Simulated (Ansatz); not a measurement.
## Structure relaxation of Os

Level of theory: DFT PBE, scalar-relativistic, plane waves, PAW in Ansatz 0.2.0. Cutoff 420 eV, Γ-centred k mesh, Gaussian smearing, no spin polarisation in the final step.

A relaxed cell is given with its space group left out.

```xyz
1
Lattice="0.0000 1.9280 1.9280 1.9280 0.0000 1.9280 1.9280 1.9280 0.0000" Properties=species:S:1:pos:R:3 pbc="T T T"
Os    0.0000    0.0000    0.0000
```

Energies count from the standard state of Os at the same level.

(1) What space group does it have?

(2) How far above the standard state of Os does it lie?

(3) Is it a metal?

Results:

(1) Fm-3m (No. 225). Conventional cell: a = 3.856 Å. Os has 12 Os at 2.73 Å.

(2) 0.14 eV/atom.

(3) Yes, bands cross the Fermi level on the 24×24×24 mesh.

The final run used a 24×24×24 mesh on its 1-atom cell and 0.10 eV smearing. The k mesh leaves about 4 meV/atom of noise in metals. Spin–orbit coupling is left out. The cell came from a trial start, so Os may not exist in this structure.